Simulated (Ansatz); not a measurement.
# Bi: frozen-core PAW against all-electron methods

```xyz
2
Lattice="4.5691 0.0000 0.0000 -2.2845 3.9569 0.0000 0.0000 0.0000 11.9073" Properties=species:S:1:pos:R:3 pbc="T T T"
Bi    0.0000    2.6379    2.9768
Bi    2.2845    1.3190    8.9305
```

Atom numbers follow the list: Bi1, Bi2.

The geometry is COD entry 9011614, unchecked; take it as a test cell. The listed cell was then made from it by scaling, straining or moving an atom.

Spin–orbit coupling is left out, though it moves levels of the heavy atoms by tenths of an eV or more.

All numbers are computed: DFT, PBE, PAW with Ansatz's default frozen-core files, scalar-relativistic (Ansatz 0.2.0); DFT, PBE, all-electron PAW with datasets made for the crystal, scalar-relativistic (Ansatz 0.2.0); DFT, PBE, all-electron LAPW, scalar-relativistic (Ansatz 0.2.0).

For PAW: a Γ-centred 9×9×3 k mesh, Fermi–Dirac smearing of 0.03 eV, cutoff 420 eV, no spin polarisation. The crystal-made all-electron datasets (AE datasets) take a cutoff of 240 eV at this cell. LAPW targets a basis error of 0.5 meV/atom. The Ansatz runs share mesh, smearing and spin set-up. Plane-wave (PAW) pressures include the program's estimate of the Pulay term.

Stress and pressure are positive in compression.

The change that made this cell: volume scaled by 1.02.

No spin–orbit coupling: at heavy atoms the gradients can be off by tens of per cent for that reason.

In a metal, gradients converge slowly with the k mesh: the values move by tens of per cent from one mesh to another, at times in sign, so only the comparison on one mesh counts.

```tsv
quantity	PAW	AE datasets	LAPW
pressure (GPa)	-3.16	-3.16	-3.16
stress xx (GPa)	-4.60	-4.60	-4.60
stress zz (GPa)	-0.30	-0.30	-0.30
field gradient Vzz at Bi1 (10²¹ V/m²)	?	?	–
```

Q: What belongs in the row "field gradient Vzz at Bi1 (10²¹ V/m²)", column "AE datasets"?

A: -13.05.

Q: Give the missing entry: row "field gradient Vzz at Bi1 (10²¹ V/m²)", column "PAW".

A: -13.29.
